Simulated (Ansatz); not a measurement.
# HfO2: the cost of one run

Computed with the Python package of Ansatz 0.2.0. Level of theory: DFT PBEsol, plane waves, PAW.

### 1 The structure

It takes space group P4_2/mnm (No. 136, tetragonal). The conventional cell has a = 4.814 Å, b = 4.814 Å, c = 3.205 Å, α = 90.00°, β = 90.00°, γ = 90.00°. Hf (site symmetry mmm) has 6 O at 2.08 Å as nearest neighbours. O (site symmetry m2m) has 3 Hf at 2.08 Å as nearest neighbours.

The script holds or builds the structure itself.

### 2 The code

Contents of hfo2_vcrelax.py:

```python
'''Variable-cell relaxation of HfO2.'''

from pathlib import Path
import json

import ansatz as az
from ase.data import atomic_numbers
import matplotlib.pyplot as plt
import numpy as np
import spglib

CUTOFF_EV = 550
KMESH = (6, 6, 8)
FILLING = 'fixed'
XC = 'pbesol'
FMAX = 0.03

def edges_and_angles(cell):
    cell = np.asarray(cell)
    a, b, c = np.linalg.norm(cell, axis=1)
    cosines = cell[1] @ cell[2] / (b * c), cell[0] @ cell[2] / (a * c), cell[0] @ cell[1] / (a * b)
    return (a, b, c, *np.degrees(np.arccos(cosines)))

lattice = az.Lattice.of(
    (4.813533, 0.0, 0.0),
    (0.0, 4.813533, 0.0),
    (0.0, 0.0, 3.205415),
)
sites = [
    ('Hf', (0.0, 0.0, 0.0)),
    ('Hf', (0.5, 0.5, 0.5)),
    ('O', (0.194955, 0.805045, 0.5)),
    ('O', (0.305045, 0.305045, 0.0)),
    ('O', (0.694955, 0.694955, 0.0)),
    ('O', (0.805045, 0.194955, 0.5)),
]
cell = az.Crystal(lattice=lattice)
for symbol, position in sites:
    cell = cell.atom(symbol, position)

# edges free, angles fixed
model = (
    cell.calculation()
    .basis(CUTOFF_EV)
    .kpoints(*KMESH, center='gamma')
    .occupations(FILLING)
    .functional(XC)
    .relax(force_tolerance=FMAX, fix_cell=['angles'])
    .density()
    .potential()
    .electron_localization_function()
    .output_files(volumetric_format='npy')
)
done = model.run(events_out='hfo2.ndjson')
with open('hfo2.ndjson') as stream:
    events = [json.loads(line) for line in stream]
steps = [e['data'] for e in events if e['event'] == 'relax_step']
r = done.report
print('step   energy (eV)     max comp. (eV/A)   P (GPa)  SCF')
for s in steps:
    print(f'{s["step"]:4d} {s["lagrangian_ev"]:15.5f} {s["allowed_force_max_ev_ang"]:12.4f} {s["pressure_gpa"]:10.3f} {s["n_scf"]:5d}')

first, last = steps[0], steps[-1]
symbols = [site.symbol for site in done.lattice.sites]
print(f'energy gained {first["lagrangian_ev"] - last["lagrangian_ev"]:.4f} eV in {len(steps) - 1} steps')
for label, vectors in (('before', first['cell_ang']), ('after', done.lattice.cell_ang)):
    print(label, 'a b c (A) {:.4f} {:.4f} {:.4f}  angles {:.2f} {:.2f} {:.2f}'.format(*edges_and_angles(vectors)), f' V = {abs(np.linalg.det(vectors)):.3f} A^3')
print('final stress xx yy zz (GPa, compression positive):', np.round(np.diag(r['stress_gpa']), 3) + 0.0)

print('atom   start x y z (A)              end x y z (A)')
for symbol, a, b in zip(symbols, first['positions_ang'], last['positions_ang']):
    print(f'{symbol:3s}', ' '.join(f'{v:8.4f}' for v in a), '  ', ' '.join(f'{v:8.4f}' for v in b))

fractions = [site.position_frac for site in done.lattice.sites]
numbers = [atomic_numbers[s] for s in symbols]
for tolerance in (1e-3, 1e-2, 1e-1):
    print(f'space group at {tolerance} A:', spglib.get_spacegroup((done.lattice.cell_ang, fractions, numbers), symprec=tolerance))

fig, (top, bottom) = plt.subplots(2, 1, sharex=True, figsize=(4.5, 4))
top.plot([s['lagrangian_ev'] - last['lagrangian_ev'] for s in steps], 'o-')
top.set_ylabel('E - E(final) (eV)')
bottom.semilogy([max(s['allowed_force_max_ev_ang'], 1e-6) for s in steps], 's-')
bottom.set(xlabel='step', ylabel='largest force (eV/A)')
fig.tight_layout()
fig.savefig('relax.png', dpi=100)

print(f'free energy      {r["free_energy_ev"]:.5f} eV')
print(f'per atom         {r["free_energy_ev"] / len(done.lattice.sites):.5f} eV')
print(f'SCF iterations   {r["n_iterations"]}  (converged: {r["converged"]})')

folder = Path(done.write_results('fields'))
print('densities in e/A^3, potentials in eV, ELF without unit')
for name in sorted(p.name for p in folder.glob('*.npy')):
    field = np.load(folder / name)
    print(f'{name:16s} {str(field.shape):16s} min {field.min():10.4f}  mean {field.mean():10.4f}  max {field.max():10.4f}')

rho = done.density()
total = sum(ch.density_e_per_ang3 for ch in rho.channels[:2]) if len(rho.channels) < 3 else rho.channels[0].density_e_per_ang3
print('grid', rho.dims, 'electrons', round(float(total.mean() * rho.cell_volume_ang3), 4))
profile = total.mean(axis=(1, 2))
print('planar average along grid axis 0 (e/A^3):')
print(np.array2string(profile[:: max(len(profile) // 16, 1)], precision=4))
```

### 3 What the engine is handed

The package turns the script's settings into the engine's input:

```yaml
crystal:
  lattice:
    - [4.813533, 0.0, 0.0]
    - [0.0, 4.813533, 0.0]
    - [0.0, 0.0, 3.205415]
  atoms:
    - { symbol: Hf, position: [0.0, 0.0, 0.0] }
    - { symbol: Hf, position: [0.5, 0.5, 0.5] }
    - { symbol: O, position: [0.194955, 0.805045, 0.5] }
    - { symbol: O, position: [0.305045, 0.305045, 0.0] }
    - { symbol: O, position: [0.694955, 0.694955, 0.0] }
    - { symbol: O, position: [0.805045, 0.194955, 0.5] }
basis:
  ecutwfc: 550.0
kpoints:
  mp_grid:
    grid: [6, 6, 8]
    shift: [0.0, 0.0, 0.0]
hamiltonian:
  xc: pbesol
scf:
  occupations:
    method: fixed
relax:
  f_tol: 0.03
  cell:
    fix: [angles]
output:
  write_density: true
  write_potential: true
  volumetric_format: npy
  elf: true
```

### 4 Launch

Launch:

```console
$ python hfo2_vcrelax.py
```

What time and memory should one allow on 1 thread of Arm Neoverse V1, shared host?

About 78 s, with a peak of 0.6 GiB.
